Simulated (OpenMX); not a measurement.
Runs of OpenMX 3.8.5 on GaN. It takes space group P6_3mc (No. 186, hexagonal). The conventional cell has a = 3.180 Å, b = 3.180 Å, c = 5.166 Å, α = 90.00°, β = 90.00°, γ = 120.00°. Ga (site symmetry 3m) is surrounded by 4 N at 1.94 to 1.95 Å. N (site symmetry 3m) is surrounded by 4 Ga at 1.94 to 1.95 Å. 

```csv
task,level,potentials or basis,spin,k mesh,SCF threshold,max SCF cycles,"grid points, held for all volumes",gap on the mesh (eV),pressure (GPa),largest force (eV/Å)
band structure,PBE,"OpenMX 2013 PBE set, Ga7.0-s3p2d2f1, N6.0-s3p2d2, grid cutoff 500 Ry",off,11 × 11 × 5,1e-08 Ha,100,-,(a),9.2,0.12
band structure,LDA,"OpenMX 2013 LDA set, Ga7.0-s3p2d2, N6.0-s2p2d1, grid cutoff 500 Ry",off,11 × 11 × 5,1e-08 Ha,100,-,2.43,(b),0.11
band structure,PBE,"OpenMX 2013 PBE set, Ga7.0-s3p2d2, N6.0-s2p2d1, grid cutoff 500 Ry","non-collinear, zero start, SOC",7 × 7 × 5,1e-07 Ha,100,-,2.39,-,0.12
band structure,PBE,"OpenMX 2013 PBE set, Ga7.0-s3p2d2, N6.0-s2p2d1, grid cutoff 500 Ry",off,11 × 11 × 5,1e-08 Ha,100,-,2.40,9.2,0.12
```

Alike in all rows: cell as given; smearing fermi-dirac 0.05 eV.

Fill in the values left out.

(a) 1.99; (b) -1.7.

Caveats: the basis of atomic orbitals isn't converged, which shifts pressures, moduli and gaps; total energies with and without spin-orbit coupling shouldn't be compared in this program (some runs).

A k mesh can miss the band edges, and rows without SOC leave out spin-orbit coupling on Ga.
